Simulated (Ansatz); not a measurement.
HfB2:

```xyz
3
Lattice="3.1400 0.0000 0.0000 -1.5700 2.7193 0.0000 0.0000 0.0000 3.4800" Properties=species:S:1:pos:R:3 pbc="T T T"
Hf    0.0000    0.0000    0.0000
B     1.5700    0.9064    1.7400
B     0.0000    1.8129    1.7400
```

Base run:

| Quantity | Value |
| --- | --- |
| Program | Ansatz 0.2.0 |
| Functional | LDA |
| Potentials or basis | Ansatz PAW |
| Cutoff | 420 eV (not typed: the program's choice for these potentials) |
| k mesh | 10 × 10 × 8 |
| Occupations | fermi-dirac, width 0.05 eV |
| Spin | no spin polarisation |
| Hubbard terms | Hf d U = 2 eV |

Its results: band gap on the k mesh none (metal or under the smearing width); pressure -8.3 GPa.

**Question.** The run is repeated on the same cell with these changes: hubbard terms from Hf d U = 2 eV to none; hubbard projectors from ortho-atomic (the default) to none. What comes out?

**Answer.** Band gap on the k mesh none (metal or under the smearing width); pressure -10.1 GPa.

Caveats: the PAW data sets come from PBE, with cores solved anew for the run's functional, which leaves a small shift of forces and pressure; U without spin polarisation on a metal has little footing (some runs); the U is typed as a test and isn't derived for this compound (some runs).
